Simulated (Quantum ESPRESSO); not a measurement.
# SiO2 (Fddd) in Quantum ESPRESSO: reference runs

How does SiO2 come out in PBE? The cell is run as given and disturbed.

All numbers are computed with Quantum ESPRESSO 7.5; they aren't measurements. Logs are shortened: lines on timing, memory, paths and dates and some standing lists are left out, and cuts for length are marked.

### Step 1. The structure

The structure is orthorhombic, space group Fddd (No. 70). The conventional cell has a = 4.719 Å, b = 9.433 Å, c = 14.726 Å, α = 90.00°, β = 90.00°, γ = 90.00°. Around Si (site symmetry 2) lie 4 O at 1.60 to 1.62 Å. O (site symmetry 2) is surrounded by 2 Si at 1.62 Å. Around O (site symmetry -1) lie 2 Si at 1.60 Å.

The cell comes from a database or a generator and needn't be the stable form of this composition.

### Step 2. Single point, PBE

pw.in reads:

```
&CONTROL
  calculation = 'scf'
  prefix = 'pwscf'
  outdir = './tmp'
  pseudo_dir = './pseudo'
  tprnfor = .true.
  tstress = .true.
  disk_io = 'nowf'
/
&SYSTEM
  ibrav = 0
  nat = 12
  ntyp = 2
  ecutwfc = 55
  ecutrho = 440
  nbnd = 43
  occupations = 'smearing'
  smearing = 'fd'
  degauss = 0.00367493
/
&ELECTRONS
  conv_thr = 2.4d-09
  electron_maxstep = 120
  mixing_beta = 0.5
/
ATOMIC_SPECIES
Si    28.0850 Si.pbe-n-rrkjus_psl.1.0.0.UPF
O     15.9990 O.pbe-n-kjpaw_psl.0.1.UPF
CELL_PARAMETERS angstrom
   0.0000000000    4.7162571100    7.3627753715
   2.3595806657    0.0000000000    7.3627753715
   2.3595806657    4.7162571100    0.0000000000
ATOMIC_POSITIONS crystal
Si     0.9367689200    0.9367689200    0.5632310800
Si     0.6867689200    0.6867689200    0.3132310800
Si     0.3132310800    0.3132310800    0.6867689200
Si     0.5632310800    0.5632310800    0.9367689200
O      0.0634396000    0.4365604000    0.0634396000
O      0.4365604000    0.0634396000    0.4365604000
O      0.8134396000    0.1865604000    0.8134396000
O      0.1865604000    0.8134396000    0.1865604000
O      0.1250000000    0.6250000000    0.6250000000
O      0.6250000000    0.6250000000    0.6250000000
O      0.6250000000    0.6250000000    0.1250000000
O      0.6250000000    0.1250000000    0.6250000000
K_POINTS automatic
7 7 7 0 0 0
```

Potentials or basis: SSSP 1.3 efficiency PBE.

Launch:

```bash
> OMP_NUM_THREADS=1 mpirun -n 2 pw.x -nk 2 -in pw.in > pw.out
```

pw.out:

```text
This program is part of the open-source Quantum ESPRESSO suite
     for quantum simulation of materials; please cite
         "P. Giannozzi et al., J. Phys.:Condens. Matter 21 395502 (2009);
         "P. Giannozzi et al., J. Phys.:Condens. Matter 29 465901 (2017);
         "P. Giannozzi et al., J. Chem. Phys. 152 154105 (2020);
     in publications or presentations arising from this work. More details at

     file O.pbe-n-kjpaw_psl.0.1.UPF: wavefunction(s)  2P renormalized
     Message from routine setup:
     using ibrav=0 with symmetry is DISCOURAGED, use correct ibrav instead

     K-points division:     npool     =       2
     Subspace diagonalization in iterative solution of the eigenvalue problem:
     a serial algorithm will be used

     G-vector sticks info
     --------------------
     sticks:   dense  smooth     PW     G-vecs:    dense   smooth      PW
     Sum        5049    2523    741               172391    60919    9783

     Using Slab Decomposition

     bravais-lattice index     =            0
     lattice parameter (alat)  =      16.5233  a.u.
     unit-cell volume          =    1105.8608 (a.u.)^3
     number of atoms/cell      =           12
     number of atomic types    =            2
     number of electrons       =        64.00
     number of Kohn-Sham states=           43
     kinetic-energy cutoff     =      55.0000  Ry
     charge density cutoff     =     440.0000  Ry
     scf convergence threshold =      2.4E-09
     mixing beta               =       0.5000
     number of iterations used =            8  plain     mixing
     Exchange-correlation= SLA  PW   PBX  PBC
                           (   1   4   3   4   0   0   0)

     celldm(1)=  16.523334  celldm(2)=   0.000000  celldm(3)=   0.000000
     celldm(4)=   0.000000  celldm(5)=   0.000000  celldm(6)=   0.000000

     crystal axes: (cart. coord. in units of alat)
               a(1) = (   0.000000   0.539385   0.842059 )
               a(2) = (   0.269858   0.000000   0.842059 )
               a(3) = (   0.269858   0.539385   0.000000 )

     reciprocal axes: (cart. coord. in units 2 pi/alat)
               b(1) = ( -1.852823  0.926982  0.593782 )
               b(2) = (  1.852823 -0.926982  0.593782 )
               b(3) = (  1.852823  0.926982 -0.593782 )

     PseudoPot. # 1 for Si read from file:
     Si.pbe-n-rrkjus_psl.1.0.0.UPF
     Pseudo is Ultrasoft + core correction, Zval =  4.0
     Generated using "atomic" code by A. Dal Corso  v.5.1
     Using radial grid of 1141 points,  6 beta functions with:
                l(1) =   0
                l(2) =   0
                l(3) =   1
                l(4) =   1
                l(5) =   2
                l(6) =   2
     Q(r) pseudized with 0 coefficients

     PseudoPot. # 2 for O  read from file:
     O.pbe-n-kjpaw_psl.0.1.UPF
     Pseudo is Projector augmented-wave + core cor, Zval =  6.0
     Generated using "atomic" code by A. Dal Corso  v.5.0.99 svn rev. 10869
     Shape of augmentation charge: BESSEL
     Using radial grid of 1095 points,  4 beta functions with:
                l(1) =   0
                l(2) =   0
                l(3) =   1
                l(4) =   1
     Q(r) pseudized with 0 coefficients

     atomic species   valence    mass     pseudopotential
     Si                4.00    28.08500     Si( 1.00)
     O                 6.00    15.99900     O ( 1.00)

      8 Sym. Ops., with inversion, found ( 4 have fractional translation)

   Cartesian axes

     site n.     atom                  positions (alat units)
         1        Si     tau(   1) = (   0.4047877   0.8090771   1.5776302  )
         2        Si     tau(   2) = (   0.2698585   0.5393848   1.1566005  )
         3        Si     tau(   3) = (   0.2698585   0.5393848   0.5275184  )
         4        Si     tau(   4) = (   0.4047877   0.8090771   0.9485481  )
         5        O      tau(   5) = (   0.1349292   0.0684367   0.4210297  )
         6        O      tau(   6) = (   0.1349292   0.4709480   0.4210297  )
         7        O      tau(   7) = (   0.2698585   0.8775138   0.8420594  )
         8        O      tau(   8) = (   0.2698585   0.2012557   0.8420594  )
         9        O      tau(   9) = (   0.3373231   0.4045386   0.6315446  )
        10        O      tau(  10) = (   0.3373231   0.6742309   1.0525743  )
        11        O      tau(  11) = (   0.2023938   0.4045386   1.0525743  )
        12        O      tau(  12) = (   0.2023938   0.6742309   0.6315446  )

     number of k points=    64  Fermi-Dirac smearing, width (Ry)=  0.0037
                       cart. coord. in units 2pi/alat
        k(    1) = (   0.0000000   0.0000000   0.0000000), wk =   0.0058309
        k(    2) = (   0.2646890   0.1324260  -0.0848260), wk =   0.0466472
        k(    3) = (   0.5293781   0.2648520  -0.1696521), wk =   0.0466472
        k(    4) = (   0.7940671   0.3972780  -0.2544781), wk =   0.0466472
        k(    5) = (   0.5293781   0.0000000   0.0000000), wk =   0.0116618
        k(    6) = (   0.7940671   0.1324260  -0.0848260), wk =   0.0466472
[... 56 lines left out ...]
        k(   63) = (   0.0000000   0.0000000   0.5089563), wk =   0.0116618
        k(   64) = (  -0.2646890  -0.1324260   0.5937823), wk =   0.0233236

     Dense  grid:   172391 G-vectors     FFT dimensions: ( 120, 100,  72)

     Smooth grid:    60919 G-vectors     FFT dimensions: (  80,  72,  48)

     Initial potential from superposition of free atoms

     starting charge      63.9978, renormalised to      64.0000
     Starting wfcs are   48 randomized atomic wfcs
     Checking if some PAW data can be deallocated...

     Self-consistent Calculation

     iteration #  1     ecut=    55.00 Ry     beta= 0.50
     Davidson diagonalization with overlap
     ethr =  1.00E-02,  avg # of iterations =  3.3

     total energy              =    -379.30271795 Ry
     estimated scf accuracy    <       3.12653591 Ry

     iteration #  2     ecut=    55.00 Ry     beta= 0.50
     Davidson diagonalization with overlap
     ethr =  4.89E-03,  avg # of iterations =  2.2
[... 18 lines left out ...]
     iteration #  5     ecut=    55.00 Ry     beta= 0.50
     Davidson diagonalization with overlap
     ethr =  2.98E-05,  avg # of iterations =  3.2

     total energy              =    -380.29440689 Ry
     estimated scf accuracy    <       0.00285898 Ry

     iteration #  6     ecut=    55.00 Ry     beta= 0.50
     Davidson diagonalization with overlap
     c_bands:  1 eigenvalues not converged
     ethr =  4.47E-06,  avg # of iterations =  7.7

     total energy              =    -380.29436964 Ry
     estimated scf accuracy    <       0.00058998 Ry

     iteration #  7     ecut=    55.00 Ry     beta= 0.50
     Davidson diagonalization with overlap
     ethr =  9.22E-07,  avg # of iterations =  3.0

     total energy              =    -380.29451818 Ry
     estimated scf accuracy    <       0.00000163 Ry
[... 19 lines left out ...]
     total energy              =    -380.29452244 Ry
     estimated scf accuracy    <       0.00000001 Ry

     iteration # 11     ecut=    55.00 Ry     beta= 0.50
     Davidson diagonalization with overlap
     ethr =  2.32E-11,  avg # of iterations =  3.3

     End of self-consistent calculation

          k = 0.0000 0.0000 0.0000 (  7635 PWs)   bands (ev):

   -17.6176 -16.7007 -16.6732 -15.6225 -15.5794 -15.4724 -15.4388 -15.4285
    -7.7998  -5.9772  -5.0640  -4.1026  -3.9448  -3.5612  -3.3351  -3.1100
    -1.3436  -0.8219  -0.8043  -0.7927  -0.5978  -0.3473  -0.2930   0.0317
     0.0668   0.1834   0.6394   1.0523   1.1756   1.3755   1.7727   1.8140
     7.5980  10.1253  10.2010  10.5306  10.6443  11.7067  12.0590  12.2222
    12.9634  13.5540  13.7366

          k = 0.2647 0.1324-0.0848 (  7614 PWs)   bands (ev):
[... 100 lines left out ...]
   -17.2623 -17.0562 -16.3398 -16.0458 -15.5505 -15.5182 -15.4723 -15.4667
    -6.9429  -6.2306  -5.0190  -4.5843  -3.6585  -3.4297  -3.3467  -3.3042
    -1.2878  -1.0222  -0.9485  -0.7729  -0.6538  -0.3695  -0.0840   0.0921
     0.2534   0.3161   0.4668   0.7847   0.9357   1.1152   1.5626   1.6961
     9.4675  10.1987  10.9668  11.3318  11.4428  11.6029  11.6324  12.1230
    12.9875  13.1091  13.6368

          k = 0.0000-0.5297 0.3393 (  7631 PWs)   bands (ev):

   -17.3875 -17.0679 -16.3016 -15.9180 -15.5710 -15.5111 -15.4482 -15.4450
    -7.1421  -6.3499  -4.9102  -4.3970  -3.6425  -3.5475  -3.3785  -3.2989
    -1.2469  -0.9243  -0.8310  -0.7745  -0.5564  -0.5248  -0.0328  -0.0106
     0.1028   0.2672   0.5820   0.7942   1.0560   1.2189   1.4936   1.7028
     8.8007  10.1145  10.8235  10.9771  11.3818  11.5505  11.9286  12.1434
    12.9094  13.3655  13.7168

          k = 1.5881 0.0000 0.0000 (  7642 PWs)   bands (ev):

   -17.1952 -17.0402 -16.3872 -16.1260 -15.5284 -15.5108 -15.4795 -15.4728
    -6.8386  -6.0866  -5.0486  -4.7756  -3.6410  -3.3700  -3.3553  -3.3202
    -1.3729  -1.0738  -0.8669  -0.8159  -0.5640  -0.3799  -0.1522   0.1627
     0.3060   0.3771   0.3842   0.7279   0.8325   0.9857   1.6085   1.7363
    10.0642  10.3352  10.9132  10.9651  11.5731  11.6720  11.8996  12.0000
    12.9175  13.2512  13.3066
[... 165 lines left out ...]
   -17.2341 -17.0964 -16.3116 -16.0641 -15.5362 -15.5297 -15.4721 -15.4674
    -6.9265  -6.2829  -4.9310  -4.6076  -3.6906  -3.4056  -3.3472  -3.3249
    -1.2781  -1.0118  -0.9775  -0.7302  -0.7266  -0.3543  -0.0925   0.1196
     0.2203   0.3715   0.4469   0.7907   0.9412   1.0749   1.5984   1.6967
     9.7464   9.8686  11.0813  11.3068  11.3905  11.5534  11.5791  12.0322
    13.0391  13.1098  13.6331

          k = 0.0000-0.5297 0.5090 (  7631 PWs)   bands (ev):

   -17.3054 -17.1963 -16.1530 -16.0212 -15.5515 -15.5299 -15.4476 -15.4463
    -6.9396  -6.6710  -4.6448  -4.4728  -3.6116  -3.5872  -3.3900  -3.3553
    -1.1176  -0.9601  -0.9040  -0.8486  -0.5042  -0.4979  -0.0882  -0.0733
     0.1723   0.2375   0.6754   0.7631   1.0680   1.1460   1.5871   1.6631
     9.1595   9.6180  11.0915  11.1196  11.2976  11.4983  11.6846  11.8917
    13.0631  13.2363  13.8872

          k =-0.5294 0.7946-0.3393 (  7612 PWs)   bands (ev):

   -17.1479 -16.8878 -16.5312 -16.1218 -15.5650 -15.5236 -15.5154 -15.4902
    -6.8396  -5.8730  -5.3157  -4.8002  -3.7147  -3.3293  -3.2868  -3.2014
    -1.3828  -1.1818  -1.0247  -0.7844  -0.4545  -0.3158  -0.1552   0.0790
     0.1475   0.3644   0.6796   0.7934   0.9678   1.1500   1.4481   1.6688
    10.1004  10.6033  11.0758  11.2309  11.6322  11.7012  11.9055  12.2768
    12.6502  12.8267  13.0173
[... 246 lines left out ...]
   -17.3303 -17.2979 -15.9796 -15.8959 -15.6047 -15.5880 -15.4498 -15.4483
    -7.1165  -6.9706  -4.3587  -4.0849  -3.9449  -3.6918  -3.3369  -3.3351
    -1.1415  -1.0925  -0.8033  -0.7584  -0.5506  -0.4924  -0.0764  -0.0545
     0.0892   0.1891   0.8878   1.0065   1.2106   1.3161   1.5335   1.6362
     8.9473   8.9753  10.7213  10.7923  11.1974  11.2393  11.7493  11.9822
    12.9320  13.0016  13.5870

     the Fermi energy is     6.3618 ev

!    total energy              =    -380.29452245 Ry
     estimated scf accuracy    <          2.1E-09 Ry
     smearing contrib. (-TS)   =      -0.00000000 Ry
     internal energy E=F+TS    =    -380.29452245 Ry

     The total energy is F=E-TS. E is the sum of the following terms:
     one-electron contribution =    -160.78536854 Ry
     hartree contribution      =     113.71566586 Ry
     xc contribution           =     -85.96394651 Ry
     ewald contribution        =    -171.30019439 Ry
     one-center paw contrib.   =     -75.96067886 Ry

     convergence has been achieved in  11 iterations

     Forces acting on atoms (cartesian axes, Ry/au):

     atom    1 type  1   force =     0.00000000   -0.00000000    0.00246501
     atom    2 type  1   force =     0.00000000   -0.00000000    0.00246501
     atom    3 type  1   force =    -0.00000000    0.00000000   -0.00246501
     atom    4 type  1   force =     0.00000000   -0.00000000   -0.00246501
     atom    5 type  2   force =    -0.00000000    0.01563243    0.00000000
     atom    6 type  2   force =    -0.00000000   -0.01563243    0.00000000
     atom    7 type  2   force =    -0.00000000    0.01563243   -0.00000000
     atom    8 type  2   force =    -0.00000000   -0.01563243    0.00000000
     atom    9 type  2   force =    -0.00000000    0.00000000   -0.00000000
     atom   10 type  2   force =     0.00000000   -0.00000000    0.00000000
     atom   11 type  2   force =    -0.00000000    0.00000000    0.00000000
     atom   12 type  2   force =     0.00000000   -0.00000000    0.00000000

     Total force =     0.031651     Total SCF correction =     0.000072

     Computing stress (Cartesian axis) and pressure

          total   stress  (Ry/bohr**3)                   (kbar)     P=       54.19
   0.00036144   0.00000000  -0.00000000           53.17        0.00       -0.00
   0.00000000   0.00037656  -0.00000000            0.00       55.39       -0.00
   0.00000000  -0.00000000   0.00036710            0.00       -0.00       54.00

=------------------------------------------------------------------------------=
   JOB DONE.
=------------------------------------------------------------------------------=
```

It took 7.3 min on 2 MPI ranks of Arm Neoverse V1, shared host; peak memory 1.1 GiB.

What came out:

| Item | Value |
| --- | --- |
| Free energy | -5174.1706 eV |
| Pressure | 5.4 GPa |
| Largest force | 0.402 eV/Å |
| Band gap on the k mesh | 5.78 eV, direct |

Forces in eV/Å, atoms in the order of the input:
```
Si   0.000  0.000  0.063
Si   0.000  0.000  0.063
Si   0.000  0.000 -0.063
Si   0.000  0.000 -0.063
O    0.000  0.402  0.000
O    0.000 -0.402  0.000
O    0.000  0.402  0.000
O    0.000 -0.402  0.000
O    0.000  0.000  0.000
O    0.000  0.000  0.000
O    0.000  0.000  0.000
O    0.000  0.000  0.000
```

Stress tensor (GPa, compression positive):
```
5.32 0.00 0.00
0.00 5.54 0.00
0.00 0.00 5.40
```

Levels at points of the mesh, in eV from the valence-band top:
```
           k point  band 28  band 29  band 30  band 31  band 32  band 33  band 34  band 35  band 36  band 37
(0.00, 0.00, 0.00)    -0.76    -0.64    -0.44    -0.04     0.00     5.78     8.31     8.39     8.72     8.83
```

Caveat: an odd mesh through Γ misses points on the zone boundary, where band edges often lie.

### Step 3. Single point, PBE (atoms moved at random, drawn with an rms of 0.05 Å)

pw.in reads:

```
&CONTROL
  calculation = 'scf'
  prefix = 'pwscf'
  outdir = './tmp'
  pseudo_dir = './pseudo'
  tprnfor = .true.
  tstress = .true.
  disk_io = 'nowf'
/
&SYSTEM
  ibrav = 0
  nat = 12
  ntyp = 2
  ecutwfc = 55
  ecutrho = 440
  nbnd = 43
  occupations = 'smearing'
  smearing = 'fd'
  degauss = 0.00367493
/
&ELECTRONS
  conv_thr = 2.4d-09
  electron_maxstep = 120
  mixing_beta = 0.5
/
ATOMIC_SPECIES
Si    28.0850 Si.pbe-n-rrkjus_psl.1.0.0.UPF
O     15.9990 O.pbe-n-kjpaw_psl.0.1.UPF
CELL_PARAMETERS angstrom
   0.0000000000    4.7162571100    7.3627753715
   2.3595806657    0.0000000000    7.3627753715
   2.3595806657    4.7162571100    0.0000000000
ATOMIC_POSITIONS crystal
Si     0.9254750000    0.9489800000    0.5690880000
Si     0.6886200000    0.6824660000    0.3051610000
Si     0.3220670000    0.3115050000    0.6805030000
Si     0.5557400000    0.5703690000    0.9411900000
O      0.0592750000    0.4450990000    0.0693760000
O      0.4426290000    0.0545600000    0.4285960000
O      0.8049930000    0.1858370000    0.8216610000
O      0.1731630000    0.8168420000    0.1927490000
O      0.1142410000    0.6360090000    0.6362250000
O      0.6257380000    0.6197140000    0.6321650000
O      0.6325690000    0.6185900000    0.1227050000
O      0.6330260000    0.1180910000    0.6242940000
K_POINTS automatic
7 7 7 0 0 0
```

Potentials or basis: SSSP 1.3 efficiency PBE.

Launch:

```bash
> OMP_NUM_THREADS=1 mpirun -n 2 pw.x -nk 2 -in pw.in > pw.out
```

Wall time 19 min (2 MPI ranks of Arm Neoverse V1, shared host); peak memory 1.7 GiB.

The run converged. Its results:

| Item | Value |
| --- | --- |
| Free energy | -5173.6155 eV |
| Pressure | 6.0 GPa |
| Largest force | 3.289 eV/Å |
| Band gap on the k mesh | 5.59 eV, direct |

Forces on the atoms (eV/Å):
```
Si  -1.764  2.225 -0.228
Si   1.110  2.953  0.931
Si   0.452 -0.869 -1.909
Si   0.329  1.098 -2.101
O   -1.257  0.188  0.388
O    1.887  0.030  1.301
O    2.274  0.654  2.002
O   -1.636 -0.066  1.867
O   -0.565  0.429 -0.141
O   -1.089 -2.249  1.592
O   -0.870 -1.971 -1.888
O    1.130 -2.421 -1.815
```

Stress tensor (GPa, compression positive):
```
 4.24  0.41 -0.05
 0.41  7.87  3.21
-0.05  3.21  5.81
```

Levels at points of the mesh, in eV from the valence-band top:
| k point | band 29 | band 30 | band 31 | band 32 | band 33 | band 34 | band 35 | band 36 |
| --- | --- | --- | --- | --- | --- | --- | --- | --- |
| (0.00, 0.00, 0.00) | -0.75 | -0.57 | -0.20 | 0.00 | 5.59 | 7.96 | 8.20 | 8.59 |

Caveat: an odd mesh through Γ misses points on the zone boundary, where band edges often lie.
